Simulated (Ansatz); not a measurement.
# K2S: the cost of one run

Program: Ansatz 0.2.0. PAW datasets, plane waves, zero pressure. (Simulation; spin polarisation is off.)

## Step 1: Starting point

Space group Fm-3m (No. 225), cubic; conventional cell a = 7.414 Å, 33.96 Å³ an atom. K has 4 S at 3.21 Å; S has 8 K at 3.21 Å.

Structure file:

```cif
data_structure
_symmetry_space_group_name_H-M 'P 1'
_symmetry_Int_Tables_number 1
_cell_length_a 5.2424
_cell_length_b 5.2424
_cell_length_c 5.2424
_cell_angle_alpha 60.000
_cell_angle_beta 60.000
_cell_angle_gamma 60.000
_cell_volume 101.88
loop_
_atom_site_label
_atom_site_type_symbol
_atom_site_fract_x
_atom_site_fract_y
_atom_site_fract_z
_atom_site_occupancy
K1 K 0.75000 0.75000 0.75000 1
K2 K 0.25000 0.25000 0.25000 1
S1 S 0.00000 0.00000 0.00000 1
```

## Step 2: Relaxation with PBE

The input, input.yaml:

```yaml
crystal:
  lattice:
    - [0.0, 3.7069394613, 3.7069394613]
    - [3.7069394613, 0.0, 3.7069394613]
    - [3.7069394613, 3.7069394613, 0.0]
  atoms:
    - { symbol: K, position: [0.75, 0.75, 0.75] }
    - { symbol: K, position: [0.25, 0.25, 0.25] }
    - { symbol: S, position: [0.0, 0.0, 0.0] }
kpoints:
  mp_grid: { grid: [6, 6, 6] }
hamiltonian:
  xc: pbe
scf:
  occupations: { method: fermi_dirac, width: 0.02 }
relax:
  f_tol: 0.005
  cell: {}
```

The run is started by

```
ansatz run input.yaml --threads 2 --pin off --max-ram 18432MiB --backend cpu --events-out ev --progress --plain --runs-dir out
```

**Question.** How long does this run take on 2 threads of AMD EPYC 7R13 (Zen 3), shared host, and how much memory does it need?

About 2.1 s, with a peak of 0.49 GiB.
